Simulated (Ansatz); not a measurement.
Rows from a G0W0 calculation on ZnSe (Stilleite) (Ansatz 0.2.0; G0W0 on PBE (exact-exchange fraction 0.6), plane waves, PAW; PAW set soft_1; 6×6×6 mesh, 189 empty bands, screening to 150 eV, PAW set soft_1 files), in eV. Spin-orbit coupling is left out.

| row | Σx | Σc | Vxc | Z |
| --- | --- | --- | --- | --- |
| A | -6.45 | -3.60 | -9.22 | 0.86 |
| B | -20.04 | 1.25 | -19.71 | 0.85 |
| C | -8.42 | -3.40 | -11.10 | 0.87 |

**Question.** Which rows are filled states and which are empty ones, and how can one tell?

Filled: B. Empty: A and C. The sign of Σc tells: for a filled state bare exchange, which holds its interaction with itself, lies below Vxc (Σx − Vxc is -0.3 eV or lower here) and screening gives part back as a positive Σc. For an empty state Σx lies above Vxc (+2.7 eV or more) and the Coulomb hole leaves Σc negative.

[Runs of the session that timed out or met a known fault of the program may be left out.]

[Cells called generated may have been cut or substituted from an entry of the Crystallography Open Database or the Materials Project.]

[Hosts, paths, dates, database ids (printed as entryN), source tags and the programs' standing remarks are cut or masked in the printed files.]
